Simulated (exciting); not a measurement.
A run of exciting (release sodium) is set up as follows.

input.xml

```xml
<input>
  <title>In3Sb</title>
  <structure speciespath="./" tshift="false">
    <crystal scale="1">
      <basevect>9.140533455222 0.000000000000 0.000000000000</basevect>
      <basevect>0.000000000000 9.140533455222 0.000000000000</basevect>
      <basevect>0.000000000000 0.000000000000 9.140533455222</basevect>
    </crystal>
    <species speciesfile="Sb.xml" rmt="2.3">
      <atom coord="0.000000000000 0.000000000000 0.000000000000"/>
    </species>
    <species speciesfile="In.xml" rmt="2.3">
      <atom coord="0.000000000000 0.500000000000 0.500000000000"/>
      <atom coord="0.500000000000 0.000000000000 0.500000000000"/>
      <atom coord="0.500000000000 0.500000000000 0.000000000000"/>
    </species>
  </structure>
  <groundstate do="fromscratch" ngridk="6 6 6" rgkmax="9" gmaxvr="14" lmaxapw="10" lmaxmat="10" lmaxvr="8" xctype="GGA_PBE_SOL" stype="Fermi Dirac" swidth="0.00183747" nempty="14" ValenceRelativity="iora*" epsengy="1e-05" epspot="1e-05" maxscl="60" tforce="true" outputlevel="normal"/>
</input>
```

Potentials or basis: all-electron LAPW+lo, shipped species files, valence relativity iora*.

Launch:

```console
$ OMP_NUM_THREADS=1 exciting_smp
```

**Question.** What does it give for the band gap on the k mesh?

**Answer.** None (metal or under the smearing width).

 Spin-orbit coupling is left out, which matters for the levels of Sb.
